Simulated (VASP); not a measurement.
BN:

```
N B
1.0
     1.25112    0.72234    3.37293
    -1.25112    0.72234    3.37293
     0.00000   -1.44467    3.37293
N B
1 1
Direct
  0.66724 0.66724 0.66724
  0.00033 0.00033 0.00033
```

The cell is a database's computed one.

* Program: VASP 6.6.1
* Task: relaxation of cell and atoms
* Functional: PBE
* Potentials or basis: VASP PAW PBE potentials, release 64 (N_h, B_h)
* Cutoff: 980 eV
* k mesh: 12 × 12 × 12
* Occupations: fermi-dirac, width 0.05 eV
* Spin: no spin polarisation

At the start: pressure 3.4 GPa; volume 9.14 Å³/atom.

Problem. How do energy, volume and symmetry change on relaxing?

Solution. Over 12 steps the energy falls by 6.8 meV/atom and the volume is 10.07 Å³/atom (+10.1 %); space group R3m (No. 160, to 0.05 Å).

Step by step:
```csv
step,energy change (eV),largest force (eV/Å),pressure (GPa),volume (Å³)
1,0.0000,0.0032,3.45,18.29
2,0.0030,0.0003,-4.23,18.82
3,-0.0023,0.0018,0.31,18.50
4,-0.0039,0.0015,0.25,18.61
5,-0.0078,0.0003,0.14,18.97
6,-0.0125,0.0080,-0.09,19.67
7,-0.0105,0.0331,-0.61,21.08
8,-0.0136,0.0166,-0.27,20.16
9,-0.0119,0.0508,2.43,19.99
10,-0.0136,0.0087,0.04,20.14
11,-0.0136,0.0231,-0.05,20.15
12,-0.0136,0.0005,0.02,20.15
```

Final structure:
```
N B
1.0
     1.25569    0.72498    3.68820
    -1.25569    0.72498    3.68820
     0.00000   -1.44995    3.68820
N B
1 1
Direct
  0.66715 0.66715 0.66715
  0.00041 0.00041 0.00041
```
